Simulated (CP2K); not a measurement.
## SnTe: energy against volume and a worked fit

It takes space group F-43m (No. 216, cubic). The conventional cell has a = 7.222 Å, b = 7.222 Å, c = 7.222 Å, α = 90.00°, β = 90.00°, γ = 90.00°. Te (site symmetry -43m) has 4 Sn at 3.13 Å as nearest neighbours. Sn (site symmetry -43m) is surrounded by 4 Te at 3.13 Å.

Measurements of this composition are mostly on another form, of space group No. 225.

The cell was scaled at fixed shape and fractions and run with CP2K, POTENTIAL_UZH Te GTH-SCAN-q6, Sn GTH-SCAN-q4; TZVP-MOLOPT-SCAN-GTH basis; r2SCAN, k mesh 7 × 7 × 7 on the cell of 2 atoms, fermi-dirac occupations of 0.0259 eV, no spin polarisation, no spin-orbit coupling. Energies are those that the program minimises, any entropy of the smearing included.

```csv
V (Å³/atom),energy over the lowest row (meV/atom)
44.2653,1.12
45.2071,0.00
46.1489,2.03
47.0907,6.88
48.0325,?
48.9743,24.05
49.9161,35.91
```

Q: Fit the third-order Birch-Murnaghan form, give V0, B0 and B′, and predict the energy left open.

A: With y = (V0/V)^(2/3), E = E0 + (9 V0 B0/16) [(y - 1)³ B′ + (y - 1)² (6 - 4y)]. Least squares through the rows shown give V0 = 45.0562 Å³/atom, E0 = -0.03 meV, B0 = 25.88 GPa (1 eV/Å³ = 160.218 GPa) and B′ = 3.77, with a largest miss of 0.01 meV. At V = 48.0325 the form with these constants gives 14.31 meV; the run gave 14.29 meV an atom.
